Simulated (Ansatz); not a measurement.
The system is Ga2O3.

```
Ga O
1.0
     6.10700   -1.51855    0.00000
     6.10700    1.51855    0.00000
    -1.38599    0.00000    5.63001
Ga O
4 6
Direct
  0.34134 0.34134 0.68598
  0.65866 0.65866 0.31402
  0.90950 0.90950 0.20540
  0.09050 0.09050 0.79460
  0.50410 0.50410 0.74340
  0.49590 0.49590 0.25660
  0.82670 0.82670 0.43680
  0.17330 0.17330 0.56320
  0.83550 0.83550 0.89020
  0.16450 0.16450 0.10980
```

Base run:

- Program: Ansatz 0.2.0
- Functional: RPBE
- Potentials or basis: Ansatz PAW
- Cutoff: 420 eV (not typed: the program's choice for these potentials)
- k mesh: 9 × 9 × 5
- Occupations: fermi-dirac, width 0.05 eV
- Spin: no spin polarisation

Its results: band gap on the k mesh 2.54 eV, indirect (least direct gap 2.56 eV); pressure 14.6 GPa; largest force 0.303 eV/Å.

**Question.** The run is repeated on the same cell with these changes: functional from RPBE to PBE; cutoff from 420 eV (not typed: the program's choice for these potentials) to 350 eV. What comes out?

**Answer.** Band gap on the k mesh 2.43 eV, indirect (least direct gap 2.44 eV); pressure 9.4 GPa; largest force 0.219 eV/Å.

PBE binds more tightly than RPBE, so the same cell stands under less pressure.

Caveats: the PAW data sets come from PBE, with cores solved anew for the run's functional, which leaves a small shift of forces and pressure (some runs); odd divisions of the mesh miss points on the zone boundary, where band edges often lie, so the gap on the mesh can be too wide (some runs); the pressure holds a Pulay correction of +7.1 GPa for the finite cutoff (some runs); the cutoff lies under the one recommended for these potentials (some runs).
